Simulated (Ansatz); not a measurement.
## GaP under changes of volume

One of the cells (21.026 Å³/atom); the others are scaled copies at fixed shape and fractional positions:

```
CELL_PARAMETERS angstrom
1.94302 1.12180 6.43081
-1.94302 1.12180 6.43081
0.00000 -2.24360 6.43081
ATOMIC_POSITIONS crystal
Ga 0.56463 0.56463 0.56463
Ga 0.43537 0.43537 0.43537
P 0.94261 0.94261 0.94261
P 0.05739 0.05739 0.05739
```

Measurements of this composition are mostly on another form, of space group No. 216.

- Program: Ansatz 0.2.0
- Functional: PBEsol
- Potentials or basis: all-electron LAPW, scalar-relativistic
- Cutoff: 284 eV (chosen from the basis error)
- Basis error allowed: 0.002 eV/atom
- k mesh: 8 × 8 × 8
- Occupations: fermi-dirac, width 0.05 eV
- Spin: no spin polarisation

```tsv
volume (Å³/atom)	energy over the lowest point (meV/atom)	pressure (GPa)	gap on the mesh (eV)	largest force (eV/Å)
19.764	2.68	1.9	0.72	0.279
20.185	0.00	0.2	0.73	0.215
20.605	1.71	-1.4	0.73	0.155
21.026	7.33	-2.8	0.73	0.100
21.446	?	?	?	?
21.867	28.62	-5.2	0.71	0.009
22.287	43.57	-6.2	0.70	0.042
```

Problem. What does the run at 21.446 Å³/atom give?

Solution. Energy over the lowest point 16.42 meV/atom; pressure -4.1 GPa; gap on the mesh 0.73 eV; largest force 0.049 eV/Å.

Worked out: A Birch-Murnaghan fit of order 3 (a polynomial in V^(-2/3)) to the other rows has its minimum at 20.22 Å³/atom with B0 = V·E''(V) = 79 GPa and B' = 4.5 at fixed shape and positions, which overstates the stiffness. It gives 16.41 meV/atom at 21.446 Å³/atom, against the run's 16.42, and -dE/dV = -4.1 GPa, against -4.1. A parabola through the other rows of the gap, of slope -0.421 eV per unit of ln V there, gives 0.72 eV, against the run's 0.73.

Energies are extrapolated to zero smearing.

A mesh can miss the band edges. Spin-orbit coupling on Ga is left out.
